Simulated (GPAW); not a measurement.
**A GW chain in GPAW: ZnSe (Stilleite)**

Wanted: ground state, empty states, screening and self-energy for ZnSe (Stilleite).

Main program and level: GPAW 26.7.0; LDA and many-body steps on it, plane waves.

**The experiments to reproduce.**

- Gap 2.695 ± 0.003 eV: excitonic gap from free-exciton PL, not corrected for exciton binding; photoluminescence; 300 K; bulk crystal (Bridgman-grown crystal, polished and etched) (“Alloy Disordering Effects on the Thermal Conductivity and Energy Gap Temperature Dependence of Cd1−xZnxSe Ternary Crystals Grown by the Bridgman Method”, 2023, pmc:10253836).

## Step 1: The starting structure

The structure is cubic, space group F-43m (No. 216). Conventional cell: a = 5.668 Å, b = 5.668 Å, c = 5.668 Å, α = 90.00°, β = 90.00°, γ = 90.00°. Nearest to Zn lie 4 Se at 2.45 Å. Nearest to Se lie 4 Zn at 2.45 Å. Farther neighbours and most contacts between anions are not listed.

The cell and positions come from the Crystallography Open Database and are kept as given unless a step says otherwise.

## Step 2: Ground state

This step: GPAW 26.7.0; DFT, LDA, plane waves, PAW.

The ground-state density comes first.

run.py reads:

```python
import json
import numpy as np
from gpaw.mpi import world
from ase import Atoms
from gpaw import GPAW, PW, FermiDirac

atoms = Atoms(['Zn', 'Se'],
    cell=[[0.0000000000, 2.8338000000, 2.8338000000],
      [2.8338000000, 0.0000000000, 2.8338000000],
      [2.8338000000, 2.8338000000, 0.0000000000]],
    scaled_positions=[[0.0000000000, 0.0000000000, 0.0000000000],
      [0.2500000000, 0.2500000000, 0.2500000000]],
    pbc=(True, True, True))
calc = GPAW(mode=PW(600),
    xc='LDA',
    kpts={'size': (8, 8, 8), 'gamma': True},
    occupations=FermiDirac(0.001),
    nbands=-7,
    convergence={'density': 1e-6, 'bands': -3},
    maxiter=100,
    txt='gs.txt')
atoms.calc = calc
res = {'energy': atoms.get_potential_energy()}
kpts = calc.get_ibz_k_points()
res['kpts'] = kpts
res['eigenvalues'] = [calc.get_eigenvalues(kpt=k) for k in range(len(kpts))]
res['n_electrons'] = calc.get_number_of_electrons()
calc.write('gs.gpw')

if world.rank == 0:
    with open('result.json', 'w') as f:
        json.dump(res, f, default=lambda x: x.tolist())
```

The run is started by

```sh
mpirun -n 8 gpaw python run.py
```

The program printed:

```text
__  _  _
 | _ |_)|_||  |
 |__||  | ||/\| - 26.7.0

Input parameters:
  mode=PW(ecut=600.0),
  convergence={'density': 1e-06, 'bands': -3},
  kpts=MonkhorstPack(size=(8, 8, 8), gamma=True),
  maxiter=100,
  nbands=-7,
  occupations=Occupations(name='fermi-dirac', width=0.001, fixmagmom=False),
  xc=XC(name='LDA')
  [... matrices ...]
Diagonalizing LCAO Hamiltonian
Converting LCAO to pw mode

           Se

       Zn

Atoms  # Å, Bohr magnetons
|   | symbol |        x |        y |        z |    initial magnetic moments |
| 0 |     Zn | 0.000000 | 0.000000 | 0.000000 | ( 0.0000,  0.0000,  0.0000) |
| 1 |     Se | 1.416900 | 1.416900 | 1.416900 | ( 0.0000,  0.0000,  0.0000) |

Unit cell  # Å
| periodic |        x |        y |        z |  lengths |    angles |
|      yes | 0.000000 | 2.833800 | 2.833800 | 4.007598 | 60.000000 |
|      yes | 2.833800 | 0.000000 | 2.833800 | 4.007598 | 60.000000 |
|      yes | 2.833800 | 2.833800 | 0.000000 | 4.007598 | 60.000000 |

Number of symmetries: 24
Symmetry operations  # r_c * U_cc + t_c -> r_c
|    | kind |            matrix            |
|  0 |  E   |  1, 0, 0,  0, 1, 0,  0, 0, 1 |
|  1 |  σ   |  1, 0, 0,  0, 0, 1,  0, 1, 0 |
|  2 |  σ   |  1, 0,-1,  0, 1,-1,  0, 0,-1 |
|  3 |  C3  |  1, 0,-1,  0, 0,-1,  0, 1,-1 |
|  4 |  C3  |  1,-1, 0,  0,-1, 1,  0,-1, 0 |
|  5 |  σ   |  1,-1, 0,  0,-1, 0,  0,-1, 1 |
|  6 |  σ   |  0, 1, 0,  1, 0, 0,  0, 0, 1 |
|  7 |  C3  |  0, 1, 0,  0, 0, 1,  1, 0, 0 |
|  8 |  C2  |  0, 1,-1,  1, 0,-1,  0, 0,-1 |
|  9 |  S4  |  0, 1,-1,  0, 0,-1,  1, 0,-1 |
| 10 |  C3  |  0, 0, 1,  1, 0, 0,  0, 1, 0 |
| 11 |  σ   |  0, 0, 1,  0, 1, 0,  1, 0, 0 |
| 12 |  S4  |  0, 0,-1,  1, 0,-1,  0, 1,-1 |
| 13 |  C3  |  0, 0,-1,  0, 1,-1,  1, 0,-1 |
| 14 |  S4  |  0,-1, 1,  1,-1, 0,  0,-1, 0 |
| 15 |  C2  |  0,-1, 1,  0,-1, 0,  1,-1, 0 |
| 16 |  C3  |  0,-1, 0,  1,-1, 0,  0,-1, 1 |
| 17 |  S4  |  0,-1, 0,  0,-1, 1,  1,-1, 0 |
| 18 |  S4  | -1, 1, 0, -1, 0, 1, -1, 0, 0 |
| 19 |  C3  | -1, 1, 0, -1, 0, 0, -1, 0, 1 |
| 20 |  C3  | -1, 0, 1, -1, 1, 0, -1, 0, 0 |
| 21 |  S4  | -1, 0, 1, -1, 0, 0, -1, 1, 0 |
| 22 |  σ   | -1, 0, 0, -1, 1, 0, -1, 0, 1 |
| 23 |  C2  | -1, 0, 0, -1, 0, 1, -1, 1, 0 |

BZ-sampling:
  Number of BZ points: 512
  Number of IBZ points: 29

  Monkhorst-Pack size: [8, 8, 8]
  Monkhorst-Pack shift: [0.0625, 0.0625, 0.0625]

K-points  # in reciprocal-cell coordinates
|     |                                coordinates |     weight |
|   0 | (  0.00000000,   0.00000000,   0.00000000) | 0.00195312 |
|   1 | (  0.12500000,   0.12500000,   0.00000000) | 0.01171875 |
|   2 | (  0.12500000,   0.12500000,   0.12500000) | 0.01562500 |
|   3 | (  0.25000000,   0.12500000,   0.12500000) | 0.02343750 |
|   4 | (  0.25000000,   0.25000000,   0.00000000) | 0.01171875 |
|   5 | (  0.25000000,   0.25000000,   0.12500000) | 0.04687500 |
|   6 | (  0.25000000,   0.25000000,   0.25000000) | 0.01562500 |
|   7 | (  0.37500000,   0.25000000,  -0.37500000) | 0.04687500 |
|   8 | (  0.37500000,   0.25000000,   0.12500000) | 0.04687500 |
|   9 | (  0.37500000,   0.25000000,   0.25000000) | 0.04687500 |
| ... |                                            |            |
|  28 | (  0.50000000,   0.50000000,   0.50000000) | 0.00781250 |

Plane wave coefficients: 1540
Cutoff: 600.0 eV

Spin-components: 1 (collinear spins)
Bands:           16
Projectors:      11
Spin-degeneracy: 2
Datatype:        complex128

  Storage: CPU
  Wave functions: 10_920_704 bytes (1_365_088 per core)
  Projectors: 15_015_968 bytes (1_876_996 per core)
  [... matrices ...]
Parallelization:
  kpt:    8
  domain: 1
  band:   1

Density:
  Valence electrons: 18.0
  Components: 1
  Grid points: [24 24 24]
  Charge: 0.0  # |e|

Potential:
  Grid points: [24 24 24]

species:
  Zn:
    name:    Zinc
    Z:       30.0
    valence: 12
    core:    18
    charge:  0.0  # [|e|]
    compensation charges:
      type: gauss
      rc: 0.37  # [Å]
      lmax: 2
    cutoffs:
      filter: 2.14  # [Å]
      core: 2.28  # [Å]
    projectors
    | kind |    occ | energy [eV] | rcut [Å] |
    |   4s |  2.000 |      -6.218 |    1.286 |
    |   4p |  0.000 |      -1.230 |    1.270 |
    |   3d | 10.000 |     -10.426 |    1.180 |
    |    s |        |      20.994 |    1.286 |
    |    p |        |      25.981 |    1.270 |
    |    d |        |      16.786 |    1.180 |

    Using partial waves for Zn as LCAO basis

  Se:
    name:    Selenium
    Z:       34.0
    valence: 6
    core:    28
    charge:  0.0  # [|e|]
    compensation charges:
      type: gauss
      rc: 0.27  # [Å]
      lmax: 2
    cutoffs:
      filter: 1.77  # [Å]
      core: 2.67  # [Å]
    projectors
    | kind |    occ | energy [eV] | rcut [Å] |
    |   4s |  2.000 |     -17.472 |    0.847 |
    |   4p |  4.000 |      -6.656 |    1.005 |
    |    s |        |       9.739 |    0.847 |
    |    p |        |      20.555 |    1.005 |
    |    d |        |       0.000 |    0.847 |

    Using partial waves for Se as LCAO basis

Reference energy: -114805.075344  # eV

eigensolver:
  PPCG
  Converge bands: -3
  niter=2

density mixing:
  MSR1-Mixer
  Pratt-step length: 0.05
  Maximum mixing coefficient: 0.75
  Old densities: 10
  SVD Regularization: 0.005
  Good broyden scale: 1.0
  Trust region scale: 1.0
  Backstep threshold: 4.0
  History deletion threshold: 6.0
  Fourier metric: weight=20.0, sigma=0.015

occupation numbers:
  Fermi-Dirac:
    width: 0.0010  # eV

poisson solver:
  ecut: 4800.0  # eV

xc functional:
  name: None

Initialization done in: 6.664 s

convergence criteria:
- Maximum integral of absolute [dens]ity change: 1e-06 electrons / valence electron
- Maximum [total energy] change in last 3 cyles: 0.0005 eV / valence electron
- Maximum integral of absolute [eigenst]ate change: 4e-08 eV^2 / valence electron
maximum number of iterations: 100

SCF iterations
|iter     |     time |      energy | eigst |  dens |
|iter:   1|  |   -7.696252 | +1.38 |       |
|iter:   2|  |   -7.638749 | -1.20 | -1.26 |
|iter:   3|  |   -7.449416 | -1.43 | -1.31 |
|iter:   4|  |   -7.444954 | -2.60 | -1.85 |
|iter:   5|  |   -7.445086c| -4.10 | -2.36 |
|iter:   6|  |   -7.445063c| -4.72 | -3.20 |
|iter:   7|  |   -7.445069c| -5.94 | -3.65 |
|iter:   8|  |   -7.445070c| -6.95 | -4.14 |
|iter:   9|  |   -7.445070c| -7.83c| -5.43 |
|iter:  10|  |   -7.445070c| -7.74c| -5.74 |
|iter:  11|  |   -7.445070c| -8.89c| -6.66c|

Converged in 11 steps
SCF loop duration: 5.763 s (0.524 s/step)
Energy contributions relative to reference atoms: (reference = -114805.075344)
  [... matrices ...]
Energy contributions:
  Kinetic:           9.769458
  Coulomb:          -8.366535
  Zero:             -0.024500
  External:          0.000000
  Xc:               -8.823493
  Entropy:          -0.000000
  Spinorbit:         0.000000
  ----------------------------
  Free energy:      -7.445070
  Extrapolated:     -7.445070

dipole moment: (-14.474423, -14.474423, -14.474423)  # |e|*Ang

Fermi level: 3.941
Eigenvalues  # (at kpt = [0.000, 0.000, 0.000])
| band index |      eig [eV] | occ [0-2] |
|          0 |        -9.758 |     2.000 |
|          1 |        -3.076 |     2.000 |
|          2 |        -3.076 |     2.000 |
|          3 |        -3.076 |     2.000 |
|          4 |        -2.717 |     2.000 |
|          5 |        -2.717 |     2.000 |
|          6 |         3.551 |     2.000 |
|          7 |         3.551 |     2.000 |
|          8 |         3.551 |     2.000 |
|          9 |         4.595 |     0.000 |
|         10 |         9.268 |     0.000 |
|         11 |         9.268 |     0.000 |
|         12 |         9.268 |     0.000 |
|         13 |        13.210 |     0.000 |
|         14 |        15.052 |     0.000 |
|         15 |        15.052 |     0.000 |

Gap: 1.045 eV
Transition (v -> c):
  (s=0, k=0, n=8, [0.00, 0.00, 0.00]) -> (s=0, k=0, n=9, [0.00, 0.00, 0.00])
No difference between direct/indirect transitions
# Writing to gs.gpw (mode='')
  [... matrices ...]
```

Run time: 19 s. Hardware: 8 MPI ranks of AMD EPYC (Zen 3), shared host; peak memory 1.3 GiB; 2 min of CPU time.

Numbers from this step:

```yaml
total_energy: -7.445 eV
gap: 1.045 eV
k_of_the_valence_top: 0, 0, 0
k_of_the_conduction_bottom: 0, 0, 0
least_direct_gap: 1.045 eV
```

The gap is direct, at Γ.

## Step 3: Bands along the symmetry lines

Levels along a band path, at the cheap level, show where the edges lie and whether the meshes to come will hold them.

run.py reads:

```python
import json
import numpy as np
from gpaw.mpi import world
from gpaw import GPAW

path = [[0.000000, 0.000000, 0.000000],
    [-0.062500, -0.062500, 0.000000],
    [-0.125000, -0.125000, 0.000000],
    [-0.187500, -0.187500, 0.000000],
    [-0.250000, -0.250000, 0.000000],
    [-0.312500, -0.312500, 0.000000],
    [-0.375000, -0.375000, 0.000000],
    [-0.437500, -0.437500, 0.000000],
    [-0.500000, -0.500000, 0.000000],
    [-0.484375, -0.484375, 0.031250],
    [-0.468750, -0.468750, 0.062500],
    [-0.453125, -0.453125, 0.093750],
    [-0.437500, -0.437500, 0.125000],
    [-0.421875, -0.421875, 0.156250],
    [-0.406250, -0.406250, 0.187500],
    [-0.390625, -0.390625, 0.218750],
    [-0.375000, -0.375000, 0.250000],
    [-0.375000, 0.000000, 0.375000],
    [-0.328125, 0.000000, 0.328125],
    [-0.281250, 0.000000, 0.281250],
    [-0.234375, 0.000000, 0.234375],
    [-0.187500, 0.000000, 0.187500],
    [-0.140625, 0.000000, 0.140625],
    [-0.093750, 0.000000, 0.093750],
    [-0.046875, 0.000000, 0.046875],
    [0.000000, 0.000000, 0.000000],
    [0.000000, 0.000000, 0.062500],
    [0.000000, 0.000000, 0.125000],
    [0.000000, 0.000000, 0.187500],
    [0.000000, 0.000000, 0.250000],
    [0.000000, 0.000000, 0.312500],
    [0.000000, 0.000000, 0.375000],
    [0.000000, 0.000000, 0.437500],
    [0.000000, 0.000000, 0.500000],
    [-0.062500, -0.031250, 0.468750],
    [-0.125000, -0.062500, 0.437500],
    [-0.187500, -0.093750, 0.406250],
    [-0.250000, -0.125000, 0.375000],
    [-0.312500, -0.156250, 0.343750],
    [-0.375000, -0.187500, 0.312500],
    [-0.437500, -0.218750, 0.281250],
    [-0.500000, -0.250000, 0.250000],
    [-0.500000, -0.281250, 0.218750],
    [-0.500000, -0.312500, 0.187500],
    [-0.500000, -0.343750, 0.156250],
    [-0.500000, -0.375000, 0.125000],
    [-0.500000, -0.406250, 0.093750],
    [-0.500000, -0.437500, 0.062500],
    [-0.500000, -0.468750, 0.031250],
    [-0.500000, -0.500000, 0.000000]]
calc = GPAW('gs.gpw').fixed_density(kpts=path,
    symmetry='off',
    nbands=19,
    convergence={'bands': 15},
    txt='bands.txt')
res = {}
kpts = calc.get_ibz_k_points()
res['kpts'] = kpts
res['eigenvalues'] = [calc.get_eigenvalues(kpt=k) for k in range(len(kpts))]
res['n_electrons'] = calc.get_number_of_electrons()

if world.rank == 0:
    with open('result.json', 'w') as f:
        json.dump(res, f, default=lambda x: x.tolist())
```

The run is started by

```sh
mpirun -n 8 gpaw python run.py
```

The program printed:

```text
Diagonalizing LCAO Hamiltonian
Converting LCAO to pw mode
convergence criteria:
- Maximum integral of absolute [eigenst]ate change: 4e-08 eV^2 / valence electron
maximum number of iterations: 100

SCF iterations
|iter     |     time |      energy | eigst |  dens |
|iter:   1|  |             | +2.05 |       |
|iter:   2|  |             | +0.41 |       |
|iter:   3|  |             | +0.13 |       |
[...]
|iter:   9|  |             | -6.26 |       |
|iter:  10|  |             | -7.37 |       |
|iter:  11|  |             | -7.87c|       |
SCF steps: 11
  __  _  _
 | _ |_)|_||  |
 |__||  | ||/\| - 26.7.0

Input parameters:
  mode=PW(ecut=600.0),
  convergence={'bands': 15},
  gpts=array([24, 24, 24]),
  kpts=KPoints(kpts=array([[ 0.      ,  0.      ,  0.      ],
         [-0.0625  , -0.0625  ,  0.      ],
         [-0.125   , -0.125   ,  0.      ],
         [-0.1875  , -0.1875  ,  0.      ],
[...]
[-0.484375, -0.484375,  0.03125 ],
[...]
[-0.453125, -0.453125,  0.09375 ],
[...]
[-0.421875, -0.421875,  0.15625 ],
[...]
[-0.390625, -0.390625,  0.21875 ],
[...]
[-0.328125,  0.      ,  0.328125],
[...]
[-0.234375,  0.      ,  0.234375],
[...]
[-0.140625,  0.      ,  0.140625],
[...]
[-0.046875,  0.      ,  0.046875],
         [ 0.      ,  0.      ,  0.      ],
         [ 0.      ,  0.      ,  0.0625  ],
         [ 0.      ,  0.      ,  0.125   ],
[...]
[ 0.      ,  0.      ,  0.4375  ],
         [ 0.      ,  0.      ,  0.5     ],
[...]
[-0.5     , -0.4375  ,  0.0625  ],
         [-0.5     , -0.46875 ,  0.03125 ],
         [-0.5     , -0.5     ,  0.      ]])),
  maxiter=100,
  nbands=19,
  occupations=Occupations(name='fermi-dirac', width=0.001, fixmagmom=False),
  parallel={},
  symmetry=Symmetry(point_group=False, time_reversal=False),
  xc=XC(name='LDA')
  [... matrices ...]
timing:  # [seconds]
  Total: 0.092  # ━━━━━━━━━━━━━━━━━━━━━━━━━━━━━━━━━━━━━━━━━━━━━━━━━━━━━━━━━━━
```

Run time: 23 s. Hardware: 8 MPI ranks; peak memory 1.4 GiB.

Numbers from this step:

| Property | Result |
| --- | --- |
| gap | 1.045 eV |
| k of the valence top | 0, 0, 0 |
| k of the conduction bottom | 0, 0, 0 |
| least direct gap | 1.045 eV |

The gap is 1.045 eV, as in the run before at this level.

The electronic bands at the labelled points (eV, zero at the top of the highest filled band):

```csv
point,band 6,band 7,band 8,band 9,band 10,band 11,band 12,band 13
Γ,-6.27,0.00,0.00,0.00,1.04,5.72,5.72,5.72
halfway,-6.24,-2.95,-1.26,-1.26,3.80,3.85,7.93,7.93
X,-6.09,-4.82,-2.20,-2.20,2.82,3.33,10.50,11.09
halfway,-6.05,-4.80,-2.59,-2.10,3.09,3.93,9.78,10.38
U,-6.00,-4.78,-3.13,-1.81,3.43,5.48,8.88,9.18
jump to K,-6.00,-4.78,-3.13,-1.81,3.43,5.48,8.88,9.18
halfway,-6.25,-3.40,-1.77,-0.50,3.64,5.81,6.53,6.60
Γ,-6.27,0.00,0.00,0.00,1.04,5.72,5.72,5.72
halfway,-6.27,-3.11,-0.48,-0.48,2.57,6.35,6.35,6.41
L,-6.11,-5.29,-0.87,-0.87,2.36,6.30,6.30,8.35
halfway,-6.05,-4.95,-2.45,-1.48,4.09,5.41,7.30,8.53
W,-5.96,-4.75,-2.80,-2.70,5.35,5.45,6.82,7.57
halfway,-6.02,-4.79,-2.51,-2.46,3.72,4.17,9.08,9.15
X,-6.09,-4.82,-2.20,-2.20,2.82,3.33,10.50,11.09
```

## Step 4: Empty states on the mesh, 6×6×6 mesh, 199 bands

The sums over transitions need many empty states on a uniform mesh; this step solves for them.

run.py reads:

```python
import json
import numpy as np
from gpaw.mpi import world
from gpaw import GPAW

calc = GPAW('gs.gpw').fixed_density(kpts={'size': (6, 6, 6), 'gamma': True},
    parallel={'domain': 1, 'band': 1},
    txt='nscf.txt')
calc.diagonalize_full_hamiltonian(nbands=199)
calc.write('full.gpw', mode='all')
res = {}
kpts = calc.get_ibz_k_points()
res['kpts'] = kpts
res['eigenvalues'] = [calc.get_eigenvalues(kpt=k) for k in range(len(kpts))]
res['n_electrons'] = calc.get_number_of_electrons()

if world.rank == 0:
    with open('result.json', 'w') as f:
        json.dump(res, f, default=lambda x: x.tolist())
```

The run is started by

```sh
mpirun -n 8 gpaw python run.py
```

The program printed:

```text
Diagonalizing LCAO Hamiltonian
Converting LCAO to pw mode
convergence criteria:
- Maximum integral of absolute [eigenst]ate change: 4e-08 eV^2 / valence electron
maximum number of iterations: 100

SCF iterations
|iter     |     time |      energy | eigst |  dens |
|iter:   1|  |             | +1.42 |       |
|iter:   2|  |             | -0.06 |       |
|iter:   3|  |             | -0.78 |       |
[...]
|iter:   8|  |             | -5.96 |       |
|iter:   9|  |             | -6.78 |       |
|iter:  10|  |             | -7.76c|       |
SCF steps: 10
  __  _  _
 | _ |_)|_||  |
 |__||  | ||/\| - 26.7.0

Input parameters:
  mode=PW(ecut=600.0),
  convergence={'density': 1e-06, 'bands': -3},
  gpts=array([24, 24, 24]),
  kpts=MonkhorstPack(size=(6, 6, 6), gamma=True),
  maxiter=100,
  nbands=16,
  occupations=Occupations(name='fermi-dirac', width=0.001, fixmagmom=False),
  parallel={'domain': 1, 'band': 1},
  xc=XC(name='LDA')
Matrix size: 1511x1511
# Writing to full.gpw (mode='all')
  [... matrices ...]

timing:  # [seconds]
  Total: 14.810  # ━━━━━━━━━━━━━━━━━━━━━━━━━━━━━━━━━━━━━━━━━━━━━━━━━━━━━━━━━━
```

Run time: 28 s. Hardware: 8 MPI ranks; peak memory 2.8 GiB; 3.2 min of CPU time.

This step gave:

```
gap                                                           : 1.045 eV
k of the valence top                                          : 0, 0, 0
k of the conduction bottom                                    : 0, 0, 0
least direct gap                                              : 1.045 eV
k points computed                                             : 16
lowest point of the top converged band, above the valence top : 138.7371 eV
```

On this mesh the gap is 1.045 eV.

(Part 1 of 2 ends here.)

[Paths, hosts, dates, memory and timing lines, banners, echoed tables and standing remarks are left out of the program output.]

[Logs are printed without paths, hosts, clocks, repeated set-up lines and the standing remarks that a program may print on its own settings, such as how far it seeks lower states.]

[Runs of the session that timed out or met a known fault of the program may be left out.]

[Hosts, paths, dates, database ids (printed as entryN), source tags and the programs' standing remarks are cut or masked in the printed files.]
